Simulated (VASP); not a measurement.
Runs of VASP 6.6.1 on I. Symmetry: Fmmm, No. 69, orthorhombic system. The conventional cell has a = 4.384 Å, b = 4.731 Å, c = 7.820 Å, α = 90.00°, β = 90.00°, γ = 90.00°. I (site symmetry mmm) is surrounded by 4 I at 3.23 Å. 

```csv
task,level,cell,k mesh,cutoff (eV),grid for exact exchange (PRECFOCK),exchange at q = 0,mesh quality,gap on the mesh (eV),pressure (GPa),relaxed volume (Å³/atom)
relaxation of cell and atoms,MS2,relaxed,9 × 9 × 9,600,-,-,not flagged,none,0.0,40.12
relaxation of cell and atoms,r2SCAN,relaxed,9 × 9 × 9,600,-,-,not flagged,none,0.0,40.81
relaxation of cell and atoms,r2SCAN+D4,relaxed,9 × 9 × 9,600,-,-,not flagged,none,0.0,38.97
relaxation of the atoms,r2SCAN,atoms relaxed from: cell strained at random at fixed volume,7 × 7 × 7,520,-,-,not flagged,none,0.8,-
relaxation of cell and atoms,r2SCAN50,relaxed,5 × 5 × 5,600,Fast,default,coarse,none,0.0,(a)
```

Alike in all rows: potentials or basis VASP PAW PBE potentials, release 64 (I); no spin polarisation; smearing gaussian 0.05 eV.

Problem. Estimate the missing entries.

Solution. (a) 37.51.

Caveats: some runs use coarse meshes; the PAW data sets were made with another functional, which shifts forces and pressure a little; an odd number of electrons without spin polarisation forces a metal; a magnetic or distorted state may lie lower; pairwise dispersion overbinds metals, which lowers pressure and volume (some runs); the relaxation stopped at its first step, so nothing moved (some runs).

A k mesh can miss the band edges, and the runs leave out spin-orbit coupling on I.

A gap of «none» marks a metal or a gap under the smearing width.
